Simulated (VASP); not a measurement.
The system is CdS (Greenockite).

```xyz
4
Lattice="4.1500 0.0000 0.0000 -2.0750 3.5940 0.0000 0.0000 0.0000 6.7370" Properties=species:S:1:pos:R:3 pbc="T T T"
Cd    2.0750    1.1980    3.3685
Cd    0.0000    2.3960    0.0000
S     2.0750    1.1980    5.8949
S     0.0000    2.3960    2.5264
```

| Property | Result |
| --- | --- |
| Program | VASP 6.6.1 |
| Task | single point |
| Functional | PBE |
| Potentials or basis | VASP PAW PBE potentials, release 64 (Cd, S) |
| Cutoff | 520 eV |
| k mesh | 7 × 7 × 4 |
| Occupations | fermi-dirac, width 0.05 eV |
| Spin | no spin polarisation |

On this cell: pressure 2.4 GPa; largest force 0.069 eV/Å; band gap on the k mesh 1.20 eV, direct.

The same run follows on a disturbed copy (atoms moved at random, drawn with an rms of 0.05 Å):

```
CELL_PARAMETERS angstrom
4.15000 0.00000 0.00000
-2.07500 3.59401 0.00000
0.00000 0.00000 6.73700
ATOMIC_POSITIONS crystal
Cd 0.65238 0.33483 0.49822
Cd 0.33236 0.66383 0.00239
S 0.66257 0.33254 0.87277
S 0.33939 0.67049 0.37511
```

Question: What changes?

Answer: The energy moves by +5.1 meV/atom; pressure 2.5 GPa; largest force 0.419 eV/Å; band gap on the k mesh 1.19 eV, direct.

Forces on the atoms (eV/Å):
```
Cd   0.394 -0.006  0.013
Cd  -0.077  0.035 -0.215
S    0.099 -0.030  0.154
S   -0.417  0.001  0.048
```

Stress tensor (GPa, compression positive):
```
 2.21 -0.92  0.40
-0.92  2.20  0.03
 0.40  0.03  3.13
```

